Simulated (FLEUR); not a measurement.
Runs of FLEUR MaX-R8.1 (later development tree) on BN. Symmetry: R3m, No. 160, trigonal system. The conventional cell has a = 2.502 Å, b = 2.502 Å, c = 10.119 Å, α = 90.00°, β = 90.00°, γ = 120.00°. N (site symmetry 3m) is surrounded by 3 B at 1.44 Å. B (site symmetry 3m) is surrounded by 3 N at 1.44 Å. The cell is a database's computed one.

```csv
task,level,k mesh,max iterations,mixer history,density convergence,mesh quality,gap on the mesh (eV)
band structure,PBEsol,12 × 12 × 12,60,15,1e-05 me/bohr^3,not flagged,4.18
single point,HSE06,6 × 6 × 6,30,15,0.0001 me/bohr^3,coarse,5.55
band structure,LDA,12 × 12 × 12,60,15,1e-05 me/bohr^3,not flagged,(a)
band structure,r2SCAN,12 × 12 × 12,80,30,0.0001 me/bohr^3,not flagged,4.76
```

Alike in all rows: potentials or basis all-electron, FLAPW; no spin polarisation; cell as given; smearing fermi-dirac 0.05 eV; kmax 5.71 1/bohr.

Task: Fill in the values left out.

Result: (a) 4.10.

Caveats: some runs use coarse meshes; core states are solved in the semilocal potential (some runs); core charge leaks out of the spheres, which shifts energies (some runs); the meta-GGA is that of a development version, with a GGA for the radial functions and cores and without core tails (some runs).

A k mesh can miss the band edges.

The runs were made with more than one version of the program.
